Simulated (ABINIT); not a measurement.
The system is BP.

```
CELL_PARAMETERS angstrom
0.00000 2.26900 2.26900
2.26900 0.00000 2.26900
2.26900 2.26900 0.00000
ATOMIC_POSITIONS crystal
P 0.75000 0.75000 0.75000
B 0.00000 0.00000 0.00000
```

Base run:

```yaml
Program: ABINIT 10.8.3 (patched build)
Functional: rSCAN
Potentials_or_basis: JTH PAW PBE v2.0
Cutoff: 653 eV
k_mesh: 10 × 10 × 10
Occupations: fermi-dirac, width 0.05 eV
Spin: no spin polarisation
```

Its results: band gap on the k mesh 1.46 eV, indirect (least direct gap 3.61 eV).

Task: The run is repeated on the same cell with these changes: functional from rSCAN to SCAN. What comes out?

Result: Band gap on the k mesh 1.55 eV, indirect (least direct gap 3.79 eV).

Not every run made on this cell is shown here.
